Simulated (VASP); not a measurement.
Ag2O:

```
Ag O
1.0
     4.75399    0.00000    0.00000
     0.00000    4.75399    0.00000
     0.00000    0.00000    4.75399
Ag O
4 2
Direct
  0.25000 0.25000 0.75000
  0.75000 0.25000 0.25000
  0.25000 0.75000 0.25000
  0.75000 0.75000 0.75000
  0.00000 0.00000 0.00000
  0.50000 0.50000 0.50000
```

The cell comes from a database or a generator and needn't be the stable form of this composition.

- Program: VASP 6.6.1
- Task: relaxation of cell and atoms
- Functional: LDA
- Potentials or basis: VASP PAW LDA potentials, release 64 (Ag, O)
- Cutoff: 600 eV
- k mesh: 8 × 8 × 8
- Occupations: gaussian, width 0.1 eV
- Spin: no spin polarisation

At the start: pressure -6.3 GPa; volume 17.91 Å³/atom.

**Question.** Where does the relaxation end?

**Answer.** Over 3 steps the energy falls by 27.5 meV/atom and the volume is 16.62 Å³/atom (-7.2 %); space group Pn-3m (No. 224, to 0.05 Å).

Step by step:
```
step  energy change (eV)  largest force (eV/Å)  pressure (GPa)  volume (Å³)
   1              0.0000                0.0000           -6.35       107.44
   2             -0.1352                0.0000            3.35        96.78
   3             -0.1651                0.0000            0.00        99.73
```

Final structure:
```
CELL_PARAMETERS angstrom
4.63738 0.00000 0.00000
0.00000 4.63738 0.00000
0.00000 0.00000 4.63738
ATOMIC_POSITIONS crystal
Ag 0.25000 0.25000 0.75000
Ag 0.75000 0.25000 0.25000
Ag 0.25000 0.75000 0.25000
Ag 0.75000 0.75000 0.75000
O 0.00000 0.00000 0.00000
O 0.50000 0.50000 0.50000
```
